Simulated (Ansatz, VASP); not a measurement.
# MgO: VASP beside Ansatz

```xyz
2
Lattice="2.0966 2.0966 0.0000 -2.0966 2.0966 0.0000 0.0000 2.0966 2.1135" Properties=species:S:1:pos:R:3 pbc="T T T"
Mg    0.0000    0.0000    0.0000
O     0.0000    2.0966    0.0000
```

Change from the starting cell: film at in-plane strain -0.005.

Alike in both runs: task single point; functional PBEsol; k mesh 10 × 10 × 10; no spin polarisation.

|  | VASP | Ansatz |
| --- | --- | --- |
| version | VASP 6.6.1 | Ansatz 0.2.0 |
| potentials or method | VASP PAW PBE potentials, release 64 (Mg, O), cutoff 520 eV | all-electron LAPW, scalar-relativistic |
| occupations | gaussian, width 0.01 eV | fixed |

|  | VASP | Ansatz | Ansatz less VASP |
| --- | --- | --- | --- |
| gap on the k mesh at the Fermi level (eV) | 4.68 | 4.68 | +0.002 |
| pressure (GPa) | 0.6 | 1.2 | +0.58 |
| largest component of the traceless stress (GPa) | 1.12 | 1.11 | -0.012 |

Ansatz ran all-electron here, so the differences hold the error of VASP's frozen core and of both bases.

Caveats: the PAW data sets were made with another functional, which shifts forces and pressure a little (VASP).
